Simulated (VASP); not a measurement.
**BaTiO3 (Barioperovskite): single point with PBEsol**

Crystal: BaTiO3 (Barioperovskite).

```
CELL_PARAMETERS angstrom
3.98550 0.00000 0.00000
0.00000 2.83690 2.84515
0.00000 -2.83690 2.84515
ATOMIC_POSITIONS crystal
Ba 0.00052 0.99985 0.00607
Ti 0.50393 0.51327 0.51997
O 0.50040 0.97716 0.50313
O 0.51683 0.50211 0.00965
O 0.00525 0.48972 0.50255
```

The cell isn't the ideal one: atoms moved at random, drawn with an rms of 0.05 Å.

```yaml
Program: VASP 6.6.1
Task: single point
Functional: PBEsol
Potentials_or_basis: VASP PAW PBE potentials, release 64 (Ba_sv, Ti_sv, O)
Cutoff: 520 eV
k_mesh: 7 × 7 × 7
Occupations: fermi-dirac, width 0.05 eV
Spin: no spin polarisation
Ladder: free
Further_INCAR_settings: ALGO = Normal; EDIFF = 1e-07; NBANDS = 28
```

```
Pressure               : -1.5 GPa
Largest force          : 0.635 eV/Å
Band gap on the k mesh : 1.90 eV, indirect (least direct gap 2.09 eV)
```

Forces in eV/Å, atoms in the order of the input:
```
Ba   0.120 -0.095  0.170
Ti  -0.039  0.194  0.079
O    0.060  0.049  0.286
O   -0.261  0.077 -0.574
O    0.121 -0.225  0.039
```

Stress tensor (GPa, compression positive):
```
-1.58  0.04 -0.03
 0.04 -1.34  1.24
-0.03  1.24 -1.53
```

Levels at points of the mesh, in eV from the valence-band top:
```tsv
k point	band 16	band 17	band 18	band 19	band 20	band 21	band 22	band 23	band 24	band 25
(0.00, 0.00, 0.00)	-1.18	-1.04	-0.28	-0.26	-0.19	1.90	2.06	2.13	4.13	4.26
```

It took 2.4 min on 2 MPI ranks on Intel(R) Xeon(R) Platinum 8488C (Sapphire Rapids) (shared host), peak memory 0.39 GiB a rank.

Caveat: the PAW data sets were made with another functional, which shifts forces and pressure a little; spin-orbit coupling is left out, which moves the levels of the heavy elements; an odd mesh through Γ misses points on the zone boundary, where band edges often lie.
